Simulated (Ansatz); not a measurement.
BaTe built on the rocksalt prototype, relaxed with r2SCAN in Ansatz 0.2.0. It is cubic, Fm-3m (No. 225); conventional cell a = 7.065 Å, 44.08 Å³ an atom. Ba has 6 Te at 3.53 Å; Te has 6 Ba at 3.53 Å.

The axes x, y and z are those of this cell:
```yaml
crystal:
  lattice:
    - [0.00000, 3.53239, 3.53239]
    - [3.53239, 0.00000, 3.53239]
    - [3.53239, 3.53239, 0.00000]
  atoms:
    - { symbol: Ba, position: [0.00000, 0.00000, 0.00000] }
    - { symbol: Te, position: [0.50000, 0.50000, 0.50000] }
```

Unstrained: PBE gives an indirect gap of 1.655 eV, from Γ to X; the least direct gap is 2.009 eV at X. With r2SCAN the valence top lies at Γ and the conduction bottom at X, 2.004 eV higher; the smallest vertical gap, at X, is 2.365 eV. With HSE06 the valence top lies at Γ and the conduction bottom at X, 2.347 eV higher; the smallest vertical gap, at X, is 2.752 eV. Meshes: PBE 6×6×6, r2SCAN 6×6×6, HSE06 4×4×4. Strains are changes of length per length. After each strain the atoms were relaxed again with r2SCAN within the symmetry that the strain leaves, so tilts or polar shifts that break it weren't tested; points keep the names that they have in the unstrained zone. The values are computed, spin-unpolarised, and not measurements.

Problem. One strain changed the r2SCAN stress by xx +1.80, yy +0.21, zz +0.21 GPa (compression positive) and the gap by -0.079 eV (PBE), -0.084 eV (r2SCAN), -0.080 eV (HSE06). Which kind of strain was it, and roughly how large?

Solution. Uniaxial -2.15 % along x, other directions held. The pattern of the stress gives the kind; the size needs the stiffness, so it is an estimate.

Problem. One strain changed the r2SCAN stress by xx -2.81, yy -2.81, zz +0.03 GPa (compression positive) and the gap by +0.068 eV (PBE), +0.052 eV (r2SCAN), +0.082 eV (HSE06). Which kind of strain was it, and roughly how large?

Solution. Epitaxial +4.95 % in the xy plane, free normal strain -1.30 %. The pattern of the stress gives the kind; the size needs the stiffness, so it is an estimate.

Problem. One strain changed the r2SCAN stress by xx -3.29, yy -3.29, zz -3.29 GPa (compression positive) and the gap by +0.222 eV (PBE), +0.218 eV (r2SCAN), +0.232 eV (HSE06). Which kind of strain was it, and roughly how large?

Solution. Isotropic +5.11 % on every length. The pattern of the stress gives the kind; the size needs the stiffness, so it is an estimate.

Spin-orbit coupling is left out, which matters wherever the heavy atoms make up the band edges.

The meshes of the hybrids are coarse, so their gaps aren't converged to the digits shown.
